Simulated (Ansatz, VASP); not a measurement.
**Two plane-wave programs on HfO2**

```
Hf O
1.0
     0.00000    2.53644    2.53644
     2.53644    0.00000    2.53644
     2.53644    2.53644    0.00000
Hf O
1 2
Direct
  0.00000 0.00000 0.00000
  0.25000 0.25000 0.25000
  0.75000 0.75000 0.75000
```

Alike in both runs: functional PBE; dispersion D3(BJ); k mesh 8 × 8 × 8; occupations gaussian, width 0.02 eV; no spin polarisation.

Ansatz relaxed the structure, and its values are those at the end. VASP's run is a single point on that final structure, the one shown.

|  | VASP | Ansatz |
| --- | --- | --- |
| version | VASP 6.6.1 | Ansatz 0.2.0 |
| potentials or method | VASP PAW PBE potentials, release 64 (Hf_pv, O) | scalar-relativistic, plane waves, PAW |
| plane-wave cutoff (eV) | 520 | 420 |
| valence electrons in the cell | 22 | 38 |

```tsv
	VASP	Ansatz	Ansatz less VASP
gap on the k mesh at the Fermi level (eV)	3.80	3.78	-0.015
least direct gap on the mesh (eV)	3.80	3.78	-0.015
pressure (GPa)	-3.8	0.0	+3.77
```

The two sets of potentials don't hold the same shells in valence.

Caveats: spin-orbit coupling is left out, which moves the levels of the heavy elements. A k mesh can miss the band edges. As with any semilocal functional, this PBE gap is likely too small.
